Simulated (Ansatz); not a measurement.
# Calculation log, CdSe (F-43m) (elastic constants by finite strains)

Level of theory: PBEsol, all-electron PAW in Ansatz 0.2.0, datasets made for the crystal, scalar-relativistic.

The cell comes from a PAW relaxation under the same functional.

The structure is one entry of a database and needn't be the stable phase.

Command line:

```sh
ansatz run input.yaml --threads 1 --pin off --max-ram 2048MiB --backend cpu --events-out ev --progress --plain --runs-dir out
```

Input:

```yaml
crystal:
  lattice:
    - [0.0, 3.04132097741, 3.04132097741]
    - [3.04132097741, 0.0, 3.04132097741]
    - [3.04132097741, 3.04132097741, 0.0]
  atoms:
    - { symbol: Cd, position: [0.0, 0.0, 0.0] }
    - { symbol: Se, position: [0.75, 0.75, 0.75] }
kpoints:
  mp_grid: { grid: [6, 6, 6] }
scf:
  occupations: { method: fixed }
hamiltonian:
  xc: pbesol
  pseudopotentials: { kind: all_electron, datasets: crystal }
elastic:
  mode: relaxed_ion
  stencil: two_point
  amplitude: 0.008
```

Output (shortened where marked):

```
Warning: RAYON_NUM_THREADS=1 ignored (pool sized by the plan → 1); use --threads N
hamiltonian.pseudopotentials.datasets: crystal makes datasets for this crystal and solves the spheres of its atoms anew in each pass: cutoff 240.0 eV, the density's 960.0 eV; recipe de358259b247.33, for an error of 0.50 meV an ...
Engine: ansatz 0.2.0, aarch64-unknown-linux-gnu
Pseudopotentials: kind: all_electron
Pseudopotential: Cd, paw, valence charge 20, recommended cutoff 240 eV (normal), crystal/all_electron/pbesol/scalar/gaussian/Cd, Koelling and Harmon's equation, gaussian nucleus
Pseudopotential: Se, paw, valence charge 16, recommended cutoff 240 eV (normal), crystal/all_electron/pbesol/scalar/gaussian/Se, Koelling and Harmon's equation, gaussian nucleus
Functional definition: PBEsol
  exchange = pbesol_x
  correlation = pbesol_c
davidson cushion auto → on  (no smearing: the cushion is to keep the highest requested band from converging to the state above it; pin scf.eigensolver.cushion to override)
Crystal: 2 atoms, lattice volume = 56.262 Å³
Basis set: ecut = 240 eV, 531 PW (Γ), exchange–correlation on 48×48×48 points (8 copies of the dense FFT grid, shifted against one another)
Bands: 13, of which v1, the nominal top of the filled ones, is band 9 counted from 1 (8 counted from 0)
Symmetry: 24 space group operations
Space group: F-43m (ITA 216), of the structure as read, at distance tolerance 3.8e-5 Å
k-points: 16 of 216 (time reversal used)
Non-local potential: Cd, projectors of the file, l = 0: 1, l = 1: 1, l = 2: 2
Non-local potential: Se, projectors of the file, l = 0: 1, l = 1: 1
PAW form: soft (Blöchl's): semilocal exchange-correlation on the pseudo side does not see the compensation charge
PAW one-centre angular grid: Cd, 590 points (default); XC on its mesh's 1869 points in the sphere
PAW one-centre angular grid: Se, 110 points (default); XC on its mesh's 1851 points in the sphere
[... 175 lines left out ...]
  The terms above E_closure are by the made datasets' own strengths, without shells solved beside the bands.
--- Forces (eV/Å), atoms counted from 1 ---
  atom   1  Cd    -0.00000000     0.00000000    -0.00000000
  atom   2  Se     0.00000000    -0.00000000    -0.00000000
  max |Σ_I F_I| component: 6.48e-17 eV/Å
--- Stress (GPa, compression-positive) ---
        0.004440       0.000000       0.000000
        0.000000       0.004440       0.000000
       -0.000000       0.000000       0.004440
  P = ⅓ Tr σ = 0.0044 GPa (0.044 kbar)
  It holds what live shells' own plane waves past their cutoff add
--- Elastic constants: 2 strain directions × 2 members + reference (group order 24) ---
  dense FFT box of the reference and of every strained cell: 24×24×24
  strains applied: 11, 23; error gains: componentwise 1.00 (the most a stress slope's error grows in a printed constant), spectral 1.73 (1 for all six strains in a standard setting)
  C = ∂σ_k/∂η_j (tension-positive GPa; Voigt order 11 22 33 23 13 12):
        63.909     46.232     46.232      0.000      0.000      0.000
        46.232     63.909     46.232      0.000      0.000     -0.000
        46.232     46.232     63.909      0.000     -0.000     -0.000
        -0.000     -0.000     -0.000     22.453      0.000      0.000
        -0.000     -0.000     -0.000     -0.000     22.453      0.000
         0.000     -0.000      0.000     -0.000      0.000     22.453
  reference stress σ⁰ (GPa):     -0.004     -0.004     -0.004     -0.000      0.000     -0.000
  C* (energy form; C + prestress term) asymmetry max|C*_kj − C*_jk| = 3.553e-14 GPa — a small one proves nothing (zero by symmetry where the batch's group is 432, −43m or m−3m); a large one is finite-difference/SCF noise where ...
  moduli (Voigt/Reuss/Hill, GPa): K = 52.12/52.12/52.12   G = 17.01/13.89/15.45   E = 42.18   ν = 0.365
  mechanically stable: yes (min eigenvalue of sym C = 17.68 GPa)
  where every solve meets its electron count the energy-path curvature estimates C_jj along a normal strain and C_jj − ¼(σ⁰_aa + σ⁰_bb) along a shear (ab), closely only under elastic.basis: deformed
  strain η (Voigt 11):  stress-route row diagonal C_11 = 63.91 GPa, energy-path curvature d²(F+E_count)/dδ²/Ω₀ = 64.12 GPa
         δ    σ_11 (GPa)             F (eV)   n_scf  n_hpsi   n_pw
    -8.000e-3      -0.5197     -218247.0118883       9   14332    487   relax 0 steps, max|allowed force component| 2.80e-17 eV/Å
     8.000e-3       0.5028     -218247.0119231       8   12791    531   relax 0 steps, max|allowed force component| 2.79e-17 eV/Å
  strain η (Voigt 23):  stress-route row diagonal C_44 = 22.45 GPa, energy-path curvature d²(F+E_count)/dδ²/Ω₀ = 22.71 GPa
         δ    σ_23 (GPa)             F (eV)   n_scf  n_hpsi   n_pw
    -8.000e-3      -0.1796     -218247.0123713       5   17337    495   relax 3 steps, max|allowed force component| 6.55e-7 eV/Å
     8.000e-3       0.1796     -218247.0123706       5   17410    495   relax 2 steps, max|allowed force component| 1.30e-5 eV/Å
```

Self-consistency was reached.

**Elastic constants**

Elastic constants of a crystal by Kohn-Sham DFT: slopes of the stress over finite engineering strains of the given cell, Voigt indices, Cartesian axes as in the input.

```json
{
  "Pressure at rest": "0.004 GPa",
  "Least elastic eigenvalue": "17.68 GPa",
  "Elastically stable": "yes"
}
```

```
index  elastic (GPa)
   11          63.91
   12          46.23
   44          22.45
```

Strained cells:

Stress of each strained cell less that at rest, tension positive.

```
strain component  strain  stress xx (GPa)  stress yy (GPa)  stress zz (GPa)  stress yz (GPa)  stress xz (GPa)  stress xy (GPa)  relaxation steps
              xx  -0.008          -0.5153          -0.3795          -0.3795                0                0                0                 0
              xx   0.008           0.5072           0.3602           0.3602                0                0                0                 0
              yz  -0.008           0.0012           0.0007           0.0007          -0.1796                0                0                 3
              yz   0.008           0.0012           0.0008           0.0008           0.1796                0                0                 2
```

**Elastic moduli**

Hill averages of a grain aggregate, Debye temperature from the mean sound speed over directions.

```json
{
  "Bulk modulus": "52.12 GPa",
  "Shear modulus": "15.45 GPa",
  "Young modulus": "42.18 GPa",
  "Poisson ratio": "0.3651",
  "Bulk over shear modulus": "3.374",
  "Elastic anisotropy index": "1.121",
  "Least young modulus": "25.1 GPa",
  "Largest young modulus": "58.9 GPa",
  "Longitudinal sound speed": "3588 m/s",
  "Transverse sound speed": "1654 m/s",
  "Elastic debye temperature": "180.3 K",
  "Linear compressibility (x, y, z)": "6.395, 6.395, 6.395 1/TPa",
  "Zener ratio": "2.54",
  "Cauchy pressure": "23.78 GPa"
}
```

Known limits: constants at zero field, no piezoelectric stiffening.

Time and hardware: 99 s on 1 thread of Arm Neoverse V1, on a shared host, peak memory 0.6 GiB.
